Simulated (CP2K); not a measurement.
# In (Im-3m) in CP2K: reference runs, part 2 of 2

CP2K 2026.2.

**5. Single point, PBEsol, 27.22 Å³/atom (volume scaled by 1.02)**

Contents of in_eos.inp:

```
&GLOBAL
  PROJECT in_eos
  RUN_TYPE ENERGY_FORCE
  PRINT_LEVEL LOW
&END GLOBAL
&FORCE_EVAL
  METHOD QS
  STRESS_TENSOR ANALYTICAL
  &DFT
    BASIS_SET_FILE_NAME BASIS_MOLOPT_UZH
    POTENTIAL_FILE_NAME POTENTIAL_UZH
    WFN_RESTART_FILE_NAME previous-RESTART.kp
    &MGRID
      CUTOFF 450
      REL_CUTOFF 60
      NGRIDS 5
    &END MGRID
    &QS
      METHOD GPW
      EPS_DEFAULT 1.0E-10
    &END QS
    &KPOINTS
      SCHEME MONKHORST-PACK 10 10 10
      GAMMA_CENTERED T
      SYMMETRY T
      SYMMETRY_BACKEND SPGLIB
    &END KPOINTS
    &SCF
      SCF_GUESS RESTART
      EPS_SCF 1.0E-6
      MAX_SCF 100
      ADDED_MOS 8
      CHOLESKY OFF
      EPS_EIGVAL 1.0E-7
      &DIAGONALIZATION ON
        ALGORITHM STANDARD
      &END DIAGONALIZATION
      &MIXING ON
        METHOD BROYDEN_MIXING
        ALPHA 0.4
        BETA 1.5
        NBUFFER 8
      &END MIXING
      &SMEAR ON
        METHOD FERMI_DIRAC
        ELECTRONIC_TEMPERATURE [K] 580.226
      &END SMEAR
    &END SCF
    &XC
      &XC_FUNCTIONAL
        &GGA_X_PBE_SOL
        &END GGA_X_PBE_SOL
        &GGA_C_PBE_SOL
        &END GGA_C_PBE_SOL
      &END XC_FUNCTIONAL
    &END XC
    &PRINT
      &KPOINTS ON
      &END KPOINTS
      &MULLIKEN ON
      &END MULLIKEN
      &MO ON
        ENERGIES T
        OCCUPATION_NUMBERS T
        &EACH
          QS_SCF 0
        &END EACH
        ADD_LAST NUMERIC
      &END MO
    &END PRINT
  &END DFT
  &SUBSYS
    &CELL
      A 3.2822235634 0.0000000000 0.0000000000
      B -1.0940745212 3.0945100521 0.0000000000
      C -1.0940745212 -1.5472550261 2.6799243174
      PERIODIC XYZ
    &END CELL
    &COORD
      SCALED
      In  0.0000000000 0.0000000000 0.0000000000
    &END COORD
    &KIND In
      BASIS_SET TZVP-MOLOPT-PBE-GTH-q13
      POTENTIAL GTH-PBE-q13
    &END KIND
    &PRINT
      &ATOMIC_COORDINATES ON
      &END ATOMIC_COORDINATES
      &CELL ON
      &END CELL
    &END PRINT
  &END SUBSYS
  &PRINT
    &FORCES ON
    &END FORCES
    &STRESS_TENSOR ON
    &END STRESS_TENSOR
  &END PRINT
&END FORCE_EVAL
```

Potentials or basis: POTENTIAL_UZH In GTH-PBE-q13; TZVP-MOLOPT-PBE-GTH basis.

Launch:

```sh
OMP_NUM_THREADS=1 cp2k.psmp -i in_eos.inp -o in_eos.out
```

in_eos.out:

```text

 CP2K| version string:                                       CP2K version 2026.2
 CP2K| Input file name                                                in_eos.inp

 GLOBAL| Force Environment number                                              1
 GLOBAL| Basis set file name                                    BASIS_MOLOPT_UZH
 GLOBAL| Potential file name                                       POTENTIAL_UZH
 GLOBAL| MM Potential file name                                     MM_POTENTIAL
 GLOBAL| Coordinate file name                                      __STD_INPUT__
 GLOBAL| Method name                                                        CP2K
 GLOBAL| Project name                                                     in_eos
 GLOBAL| Run type                                                   ENERGY_FORCE
 GLOBAL| FFT library                                                       FFTW3
 GLOBAL| Diagonalization library                                       ScaLAPACK
 GLOBAL| Cholesky decomposition library                                ScaLAPACK
 GLOBAL| DGEMM library                                                      BLAS
 GLOBAL| Direct generalized diagonalization requested                          F
 GLOBAL| Matrix multiplication library                                 ScaLAPACK
 GLOBAL| Global print level                                                  LOW
 GLOBAL| Total number of message passing processes                             1
 GLOBAL| Number of threads for this process                                    1
 GLOBAL| CPU model name                                                  UNKNOWN

 CELL| Volume [angstrom^3]:                                            27.219653
 CELL| Vector a [angstrom]:       3.282     0.000     0.000   |a| =     3.282224
 CELL| Vector b [angstrom]:      -1.094     3.095     0.000   |b| =     3.282224
 CELL| Vector c [angstrom]:      -1.094    -1.547     2.680   |c| =     3.282224
 CELL| Angle (b,c), alpha [degree]:                                   109.471221
 CELL| Angle (a,c), beta  [degree]:                                   109.471221
 CELL| Angle (a,b), gamma [degree]:                                   109.471221
 CELL| Numerically orthorhombic:                                              NO
 CELL| Periodicity                                                           XYZ

 CELL_REF| Volume [angstrom^3]:                                        27.219653
 CELL_REF| Vector a [angstrom     3.282     0.000     0.000   |a| =     3.282224
[... 244 lines left out ...]
 MO|
 MO|  Index      Eigenvalue [a.u.]        Eigenvalue [eV]             Occupation
 MO|      1              -0.300573              -8.178999               2.000000
 MO|      2              -0.299677              -8.154636               2.000000
 MO|      3              -0.290779              -7.912512               2.000000
 MO|      4              -0.287261              -7.816770               2.000000
 MO|      5              -0.285717              -7.774750               2.000000
 MO|      6               0.158889               4.323601               2.000000
 MO|      7               0.243841               6.635262               0.001783
 MO|      8               0.268740               7.312792               0.000000
 MO|      9               0.398334              10.839220               0.000000
 MO|     10               0.486565              13.240103               0.000000
 MO|     11               0.543618              14.792600               0.000000
 MO|     12               0.858987              23.374219               0.000000
 MO|     13               1.028384              27.983765               0.000000
[... 179 lines left out ...]
 MO|      4              -0.291437              -7.930406               2.000000
 MO|      5              -0.287579              -7.825422               2.000000
 MO|      6               0.050554               1.375646               2.000000
 MO|      7               0.288467               7.849575               0.000000
 MO|      8               0.323927               8.814503               0.000000
 MO|      9               0.451204              12.277888               0.000000
 MO|     10               0.526930              14.338496               0.000000
 MO|     11               0.733950              19.971785               0.000000
 MO|     12               0.765522              20.830910               0.000000
 MO|     13               0.902385              24.555143               0.000000
 MO|     14               0.941361              25.615740               0.000000
 MO|     15               1.119609              30.466106               0.000000
 MO| Sum:                                                              12.000000
 MO| E(Fermi):            0.230939 a.u.          6.284170 eV

 [... the levels of further k-points ...]

 !-----------------------------------------------------------------------------!
                     Mulliken Population Analysis

 #  Atom  Element  Kind  Atomic population                           Net charge
       1     In       1         13.000000                             -0.000000
 # Total charge                             13.000000                 -0.000000

 !-----------------------------------------------------------------------------!

 ENERGY| Total FORCE_EVAL ( QS ) energy [hartree]            -56.226820377394169

 FORCES| Atomic forces [hartree/bohr]
 FORCES|   Atom     x               y               z               |f|
 FORCES|      1 -7.70319872E-15 -2.44599917E-14 -4.72297057E-15   2.60756000E-14
 FORCES| Sum    -7.70319872E-15 -2.44599917E-14 -4.72297057E-15
 FORCES| Total atomic force                                       2.60756000E-14

 STRESS| Analytical stress tensor [bar]
 STRESS|                        x                   y                   z
 STRESS|      x       -1.66665119466E+04   1.01637595000E-01   4.42348822386E-02
 STRESS|      y        1.01637595000E-01  -1.66664831059E+04   8.43640428816E-02
 STRESS|      z        4.42348822386E-02   8.43640428816E-02  -1.66662599320E+04
 STRESS| 1/3 Trace                                            -1.66664183282E+04
 STRESS| Determinant                                          -4.62942268333E+12

 STRESS| Eigenvectors and eigenvalues of the analytical stress tensor [bar]
 STRESS|                        1                   2                   3
 STRESS| Eigenvalues  -1.66666017791E+04  -1.66664414438E+04  -1.66662117616E+04
 STRESS|      x           0.731383651155      0.631362086944      0.257798118676
 STRESS|      y          -0.678079856609      0.632953958954      0.373600045377
 STRESS|      z           0.072702564505     -0.448052676605      0.891046090896
```

It took 71 s on 1 thread of Arm Neoverse V2, shared host; peak memory 0.29 GiB.

Results:

| Item | Value |
| --- | --- |
| Free energy | -1530.0096 eV |
| Pressure | -1.7 GPa |
| Band gap on the k mesh | none (metal or under the smearing width) |

Caveat: the potentials were made for another functional, which shifts forces and pressure; the basis of atomic orbitals isn't converged, which shifts pressures, moduli and gaps.

**6. Single point, PBEsol, 25.62 Å³/atom (volume scaled by 0.96)**

in_eos.inp, as its differences from that of step 5:

```diff
@@ -73,5 +73,5 @@
     &CELL
-      A 3.2822235634 0.0000000000 0.0000000000
-      B -1.0940745212 3.0945100521 0.0000000000
-      C -1.0940745212 -1.5472550261 2.6799243174
+      A 3.2165614012 0.0000000000 0.0000000000
+      B -1.0721871338 3.0326031718 0.0000000000
+      C -1.0721871338 -1.5163015860 2.6263113864
       PERIODIC XYZ
```

Potentials or basis: POTENTIAL_UZH In GTH-PBE-q13; TZVP-MOLOPT-PBE-GTH basis.

Launch:

```sh
OMP_NUM_THREADS=1 cp2k.psmp -i in_eos.inp -o in_eos.out
```

Run time: 72 s. Hardware: 1 thread of Arm Neoverse V2, shared host; peak memory 0.3 GiB.

Results (log left out):

- Free energy: -1530.0151 eV
- Pressure: 0.7 GPa
- Band gap on the k mesh: none (metal or under the smearing width)

Caveat: the potentials were made for another functional, which shifts forces and pressure; the basis of atomic orbitals isn't converged, which shifts pressures, moduli and gaps.

**7. Single point, PBEsol, 27.75 Å³/atom (volume scaled by 1.04)**

in_eos.inp, as its differences from that of step 6:

```diff
@@ -73,5 +73,5 @@
     &CELL
-      A 3.2165614012 0.0000000000 0.0000000000
-      B -1.0721871338 3.0326031718 0.0000000000
-      C -1.0721871338 -1.5163015860 2.6263113864
+      A 3.3035373007 0.0000000000 0.0000000000
+      B -1.1011791003 3.1146048363 0.0000000000
+      C -1.1011791003 -1.5573024182 2.6973269110
       PERIODIC XYZ
```

Launch:

```sh
OMP_NUM_THREADS=1 cp2k.psmp -i in_eos.inp -o in_eos.out
```

It took 78 s on 1 thread of Arm Neoverse V2, shared host; peak memory 0.29 GiB.

Results (log left out):

| Item | Value |
| --- | --- |
| Free energy | -1530.0030 eV |
| Pressure | -2.3 GPa |
| Band gap on the k mesh | none (metal or under the smearing width) |

Caveat: the potentials were made for another functional, which shifts forces and pressure; the basis of atomic orbitals isn't converged, which shifts pressures, moduli and gaps.

**8. Single point, PBEsol, 25.08 Å³/atom (volume scaled by 0.94)**

in_eos.inp, as its differences from that of step 7:

```diff
@@ -73,5 +73,5 @@
     &CELL
-      A 3.3035373007 0.0000000000 0.0000000000
-      B -1.1011791003 3.1146048363 0.0000000000
-      C -1.1011791003 -1.5573024182 2.6973269110
+      A 3.1940672289 0.0000000000 0.0000000000
+      B -1.0646890763 3.0113954628 0.0000000000
+      C -1.0646890763 -1.5056977314 2.6079449716
       PERIODIC XYZ
```

Launch:

```sh
OMP_NUM_THREADS=1 cp2k.psmp -i in_eos.inp -o in_eos.out
```

Run time: 78 s. Hardware: 1 thread of Arm Neoverse V2, shared host; peak memory 0.3 GiB.

Results (log left out):

```yaml
Free_energy: -1530.0112 eV
Pressure: 1.7 GPa
Band_gap_on_the_k_mesh: none (metal or under the smearing width)
```

Caveat: the potentials were made for another functional, which shifts forces and pressure; the basis of atomic orbitals isn't converged, which shifts pressures, moduli and gaps.

**9. Single point, PBEsol, 28.29 Å³/atom (volume scaled by 1.06)**

in_eos.inp, as its differences from that of step 8:

```diff
@@ -73,5 +73,5 @@
     &CELL
-      A 3.1940672289 0.0000000000 0.0000000000
-      B -1.0646890763 3.0113954628 0.0000000000
-      C -1.0646890763 -1.5056977314 2.6079449716
+      A 3.3245795069 0.0000000000 0.0000000000
+      B -1.1081931690 3.1344436185 0.0000000000
+      C -1.1081931690 -1.5672218093 2.7145078004
       PERIODIC XYZ
```

Potentials or basis: POTENTIAL_UZH In GTH-PBE-q13; TZVP-MOLOPT-PBE-GTH basis.

Launch:

```sh
OMP_NUM_THREADS=1 cp2k.psmp -i in_eos.inp -o in_eos.out
```

Wall time 76 s (1 thread of Arm Neoverse V2, shared host); peak memory 0.29 GiB.

The run converged. Its results:

```
Free energy            : -1529.9944 eV
Pressure               : -2.8 GPa
Band gap on the k mesh : none (metal or under the smearing width)
```

Caveat: the potentials were made for another functional, which shifts forces and pressure; the basis of atomic orbitals isn't converged, which shifts pressures, moduli and gaps.

**10. Equation of state, PBEsol**

Potentials or basis: POTENTIAL_UZH In GTH-PBE-q13; TZVP-MOLOPT-PBE-GTH basis.

No new run: the results of the series are fitted here.

Results:

* Equilibrium volume: 26.04 Å³/atom
* Bulk modulus: 42 GPa
* Pressure derivative of the bulk modulus: 4.8

Energy against volume, from the lowest point:
```
volume (Å³/atom)  energy (meV/atom)
          25.085               4.79
          25.618               0.82
          26.152               0.00
          26.686               1.95
          27.220               6.37
          27.753              12.98
          28.287              21.55
```

Caveat: the potentials were made for another functional, which shifts forces and pressure; the basis of atomic orbitals isn't converged, which shifts pressures, moduli and gaps.

**11. Single point, PBEsol (cell strained at random at fixed volume)**

Contents of in_scf.inp:

```
&GLOBAL
  PROJECT in_scf
  RUN_TYPE ENERGY_FORCE
  PRINT_LEVEL LOW
&END GLOBAL
&FORCE_EVAL
  METHOD QS
  STRESS_TENSOR ANALYTICAL
  &DFT
    BASIS_SET_FILE_NAME BASIS_MOLOPT_UZH
    POTENTIAL_FILE_NAME POTENTIAL_UZH
    &MGRID
      CUTOFF 450
      REL_CUTOFF 60
      NGRIDS 4
    &END MGRID
    &QS
      METHOD GPW
      EPS_DEFAULT 1.0E-10
    &END QS
    &KPOINTS
      SCHEME MONKHORST-PACK 10 10 10
      GAMMA_CENTERED T
      SYMMETRY T
      SYMMETRY_BACKEND SPGLIB
    &END KPOINTS
    &SCF
      SCF_GUESS ATOMIC
      EPS_SCF 1.0E-6
      MAX_SCF 100
      ADDED_MOS 8
      CHOLESKY OFF
      EPS_EIGVAL 1.0E-7
      &DIAGONALIZATION ON
        ALGORITHM STANDARD
      &END DIAGONALIZATION
      &MIXING ON
        METHOD BROYDEN_MIXING
        ALPHA 0.4
        BETA 1.5
        NBUFFER 8
      &END MIXING
      &SMEAR ON
        METHOD FERMI_DIRAC
        ELECTRONIC_TEMPERATURE [K] 580.226
      &END SMEAR
    &END SCF
    &XC
      &XC_FUNCTIONAL
        &GGA_X_PBE_SOL
        &END GGA_X_PBE_SOL
        &GGA_C_PBE_SOL
        &END GGA_C_PBE_SOL
      &END XC_FUNCTIONAL
    &END XC
    &PRINT
      &KPOINTS ON
      &END KPOINTS
      &MULLIKEN ON
      &END MULLIKEN
      &MO ON
        ENERGIES T
        OCCUPATION_NUMBERS T
        &EACH
          QS_SCF 0
        &END EACH
        ADD_LAST NUMERIC
      &END MO
      &LOWDIN ON
      &END LOWDIN
      &HIRSHFELD ON
        SHAPE_FUNCTION DENSITY
      &END HIRSHFELD
    &END PRINT
  &END DFT
  &SUBSYS
    &CELL
      ABC 3.2569622109 3.2800017608 3.3089493355
      ALPHA_BETA_GAMMA 111.8389148327 110.1526211676 107.8830552295
      PERIODIC XYZ
    &END CELL
    &COORD
      SCALED
      In  -0.0001030000 -0.0021710000 0.0014700000
    &END COORD
    &KIND In
      BASIS_SET TZVP-MOLOPT-PBE-GTH-q13
      POTENTIAL GTH-PBE-q13
    &END KIND
    &PRINT
      &ATOMIC_COORDINATES ON
      &END ATOMIC_COORDINATES
      &CELL ON
      &END CELL
    &END PRINT
  &END SUBSYS
  &PRINT
    &FORCES ON
    &END FORCES
    &STRESS_TENSOR ON
    &END STRESS_TENSOR
  &END PRINT
&END FORCE_EVAL
```

Launch:

```sh
OMP_NUM_THREADS=1 cp2k.psmp -i in_scf.inp -o in_scf.out
```

Run time: 2.4 min. Hardware: 1 thread of Arm Neoverse V2, shared host; peak memory 0.34 GiB.

It converged, with:

| Item | Value |
| --- | --- |
| Free energy | -1530.0117 eV |
| Pressure | -0.9 GPa |
| Band gap on the k mesh | none (metal or under the smearing width) |

Stress tensor (GPa, compression positive):
```
-0.69 -0.18  0.15
-0.18 -1.29  0.71
 0.15  0.71 -0.83
```

Levels at points of the mesh, in eV from the Fermi level:
```csv
k point,band 2,band 3,band 4,band 5,band 6,band 7,band 8,band 9,band 10,band 11
"(0.00, 0.00, 0.00)",-14.48,-14.43,-14.21,-14.19,-9.39,10.34,10.86,11.25,14.82,15.36
"(0.00, 0.00, 0.50)",-14.52,-14.21,-14.19,-14.03,-3.65,-3.00,5.55,7.05,9.87,10.13
"(0.00, 0.50, 0.00)",-14.51,-14.24,-14.20,-14.02,-3.71,-3.04,5.74,7.47,10.05,10.59
"(0.00, 0.50, 0.50)",-14.51,-14.23,-14.20,-14.05,-4.25,-3.23,6.34,7.99,10.62,11.23
"(0.50, 0.00, 0.00)",-14.51,-14.24,-14.22,-14.02,-3.76,-3.07,5.94,7.77,10.40,10.74
"(0.50, 0.00, 0.50)",-14.51,-14.22,-14.19,-14.05,-4.03,-3.15,5.97,7.65,10.14,10.97
"(0.50, 0.50, 0.00)",-14.51,-14.20,-14.19,-14.03,-3.76,-3.04,5.48,7.25,9.52,10.65
"(0.50, 0.50, 0.50)",-14.57,-14.10,-14.08,-14.05,0.85,0.89,1.37,1.72,5.29,5.68
```

Caveat: the potentials were made for another functional, which shifts forces and pressure; the basis of atomic orbitals isn't converged, which shifts pressures, moduli and gaps.

**12. Overview**

```tsv
task	cell	NGRIDS	gap on the mesh (eV)	pressure (GPa)
single point	as given	4	none	-1.0
equation of state	as given	5	-	-
single point	cell strained at random at fixed volume	4	none	-0.9
```

Alike in all rows: level PBEsol; potentials or basis POTENTIAL_UZH In GTH-PBE-q13; TZVP-MOLOPT-PBE-GTH basis; no spin polarisation; k mesh 10 × 10 × 10; smearing fermi-dirac 0.05 eV.

Caveats: the potentials were made for another functional, which shifts forces and pressure; the basis of atomic orbitals isn't converged, which shifts pressures, moduli and gaps.

Total energies depend on the potentials used, so only differences within one code and one set of settings carry meaning.
